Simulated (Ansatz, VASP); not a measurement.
# Two plane-wave programs on LiF

The input INCAR:

```
PREC = Accurate
ENCUT = 520
EDIFF = 1E-6
ISMEAR = 0
SIGMA = 0.01
LREAL = F
LASPH = T
NELM = 60
ALGO = Normal
ISIF = 2
LWAVE = F
LCHARG = F
GGA = PE
NBANDS = 12
```

Contents of KPOINTS:

```
Automatic mesh
0
Gamma
  8 8 8
```

The input POSCAR:

```
LiF
1.0
    0.0000000000      1.9948717406      1.9948717406
    1.9948717406      0.0000000000      1.9948717406
    1.9948717406      1.9948717406      0.0000000000
Li F
1 1
Direct
    0.0000000000      0.0000000000      0.0000000000
    0.5000000000      0.5000000000      0.5000000000
```

Input for Ansatz:

```yaml
crystal:
  lattice:
    - [0.0, 1.9948717406, 1.9948717406]
    - [1.9948717406, 0.0, 1.9948717406]
    - [1.9948717406, 1.9948717406, 0.0]
  atoms:
    - { symbol: Li, position: [0.0, 0.0, 0.0] }
    - { symbol: F, position: [0.5, 0.5, 0.5] }
kpoints:
  mp_grid: { grid: [8, 8, 8] }
hamiltonian:
  xc: pbe
scf:
  occupations: { method: fixed }
output:
  optics:
    e_range: [0, 29]
    de: 0.05
    sigma: 0.1
    bands: { spectra_wanted_up_to: 29 }
  write_density: true
  write_potential: true
  elf: true
  volumetric_format: npy
```

Alike in both runs: task single point; functional PBE; k mesh 8 × 8 × 8; no spin polarisation.

|  | VASP | Ansatz |
| --- | --- | --- |
| version | VASP 6.6.1 | Ansatz 0.2.0 |
| potentials or method | VASP PAW PBE potentials, release 64 (Li_sv, F) | plane waves, PAW |
| plane-wave cutoff (eV) | 520 | 420 |
| occupations | gaussian, width 0.01 eV | fixed |
| valence electrons in the cell | 10 | 10 |

|  | VASP | Ansatz | Ansatz less VASP |
| --- | --- | --- | --- |
| gap on the k mesh at the Fermi level (eV) | 9.35 | 9.35 | -0.004 |

 A k mesh can miss the band edges.
